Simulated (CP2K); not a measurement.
# AlRu under changes of volume

One of the cells (13.387 Å³/atom); the others are scaled copies at fixed shape and fractional positions:

```
Ru Al
1.0
     2.99160    0.00000    0.00000
     0.00000    2.99160    0.00000
     0.00000    0.00000    2.99160
Ru Al
1 1
Direct
  0.50000 0.50000 0.50000
  0.00000 0.00000 0.00000
```

```yaml
Program: CP2K 2026.2
Functional: r2SCAN
Potentials_or_basis: POTENTIAL_UZH Ru GTH-SCAN-q16, Al GTH-SCAN-q3; TZVP-MOLOPT-SCAN-GTH basis
Density_cutoff: 9184 eV
k_mesh: 9 × 9 × 9
Occupations: fermi-dirac, width 0.05 eV
Spin: no spin polarisation
```

| volume (Å³/atom) | energy over the lowest point (meV/atom) | pressure (GPa) |
| --- | --- | --- |
| 12.584 | 59.72 | 20.3 |
| 12.851 | 30.81 | 14.1 |
| 13.119 | 12.02 | 8.6 |
| 13.387 | 2.04 | 3.6 |
| 13.655 | 0.00 | -0.9 |
| 13.922 | ? | ? |
| 14.190 | 16.67 | -8.6 |

Q: What does the run at 13.922 Å³/atom give?

A: Energy over the lowest point 5.11 meV/atom; pressure -5.0 GPa.

Worked out: A Birch-Murnaghan fit of order 3 (a polynomial in V^(-2/3)) to the other rows has its minimum at 13.59 Å³/atom with B0 = V·E''(V) = 222 GPa and B' = 4.8. It gives 5.17 meV/atom at 13.922 Å³/atom, against the run's 5.11, and -dE/dV = -5.0 GPa, against -5.0.

Energies are extrapolated to zero smearing.

Caveats: the basis of atomic orbitals isn't converged, which shifts pressures, moduli and gaps.
